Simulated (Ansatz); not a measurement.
Rigid cleavage in ZnS

All numbers below come from DFT PBE, scalar-relativistic, plane waves, PAW (Ansatz). Cutoff 420 eV, Γ-centred 4×7×3 k-points, Gaussian smearing of 0.05 eV. No spin polarisation. Energies are free energies at this smearing, counted from the undisturbed cell; pressure is positive in compression.

Zero of the scan (relaxed at this level):

```
CELL_PARAMETERS angstrom
-1.92275 -3.33029 6.30533
1.92275 -3.33029 0.00000
9.61373 3.33029 6.30533
ATOMIC_POSITIONS crystal
Zn 0.67058 0.99739 0.17719
Zn 0.92058 0.49739 0.92719
Zn 0.42058 0.49739 0.42719
Zn 0.17058 0.99739 0.67719
Zn 0.96225 0.24739 0.38552
Zn 0.21225 0.74739 0.13552
Zn 0.71225 0.74739 0.63552
Zn 0.46225 0.24739 0.88552
S 0.95150 0.81011 0.27083
S 0.20150 0.31011 0.02083
S 0.70150 0.31011 0.52083
S 0.45150 0.81011 0.77083
S 0.24317 0.06011 0.47916
S 0.49317 0.56011 0.22916
S 0.99317 0.56011 0.72916
S 0.74317 0.06011 0.97916
```

The cut lies on the cell's a–b face, a (1 0 1) plane (indices in the standard cell, whose axes needn't be the Cartesian ones shown) of area 27.42 Å², between layers 0.49 Å apart. Vector c is lengthened by d along the normal with the atoms' Cartesian places fixed: one unrelaxed cut a cell.

| d (Å) | energy (J/m²) | traction dE/dd (GPa) | gap on the mesh (eV) |
| --- | --- | --- | --- |
| 0.00 | 0.00 | 0.0 | 2.08 |
| 0.50 | 0.48 | 14.5 | 1.74 |
| 1.00 | 1.20 | 13.3 | 1.13 |
| 2.00 | 2.11 | 5.4 | 0.00 |
| 3.00 | 2.43 | 1.5 | 0.00 |
| 6.00 | 2.56 | 0.1 | 0.00 |

Where the gap reads zero the k-mesh, chosen for the insulator, is on the coarse side.

Cost: 6 runs of about 21 core-minutes in all, on Intel Xeon Platinum 8259CL (Skylake/Cascade Lake) (shared hosts).